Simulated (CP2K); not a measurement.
Runs of CP2K 2026.2 on Ti. Symmetry: P6_3/mmc, No. 194, hexagonal system. Conventional cell: a = 2.950 Å, b = 2.950 Å, c = 4.680 Å, α = 90.00°, β = 90.00°, γ = 120.00°. Ti (site symmetry -6m2) has 12 Ti at 2.89 to 2.95 Å as nearest neighbours. 

```tsv
task	level	potentials or basis	smearing	EPS_DEFAULT	NGRIDS	basis sets	potentials	points a segment of the path (NPOINTS)	gap on the mesh (eV)	pressure (GPa)
band structure	r2SCAN	POTENTIAL_UZH Ti GTH-SCAN-q12; TZVP-MOLOPT-SCAN-GTH basis	fermi-dirac 0.0259 eV	1.0E-9	4	Ti TZVP-MOLOPT-SCAN-GTH-q12	Ti GTH-SCAN-q12 of POTENTIAL_UZH	10	none	-1.6
band structure	PBE	POTENTIAL_UZH Ti GTH-PBE-q12; TZVP-MOLOPT-PBE-GTH basis	fermi-dirac 0.05 eV	1.0E-9	4	Ti TZVP-MOLOPT-PBE-GTH-q12	Ti GTH-PBE-q12 of POTENTIAL_UZH	8	none	-1.3
band structure	LDA	GTH_POTENTIALS Ti GTH-PADE-q12; TZVP-MOLOPT-PBE-GTH basis	fermi-dirac 0.05 eV	1.0E-10	5	Ti TZVP-MOLOPT-PBE-GTH-q12	Ti GTH-PADE-q12 of GTH_POTENTIALS	6	none	-9.5
single point	PBE	POTENTIAL_UZH Ti GTH-PBE-q12; TZVP-MOLOPT-PBE-GTH basis	fermi-dirac 0.05 eV	1.0E-10	5	Ti TZVP-MOLOPT-PBE-GTH-q12	Ti GTH-PBE-q12 of POTENTIAL_UZH	-	none	-1.3
band structure	PBEsol	POTENTIAL_UZH Ti GTH-PBE-q12; TZVP-MOLOPT-PBE-GTH basis	fermi-dirac 0.05 eV	1.0E-9	4	Ti TZVP-MOLOPT-PBE-GTH-q12	Ti GTH-PBE-q12 of POTENTIAL_UZH	6	none	(a)
```

Alike in all rows: no spin polarisation; cell as given; k mesh 10 × 10 × 6.

Problem. Estimate the missing entries.

Solution. (a) -5.5.

Caveats: the basis of atomic orbitals isn't converged, which shifts pressures, moduli and gaps; the potentials were made for another functional, which shifts forces and pressure (some runs).

A k mesh can miss the band edges.

A gap of «none» marks a metal or a gap under the smearing width.

Not every run made on this cell is shown here.
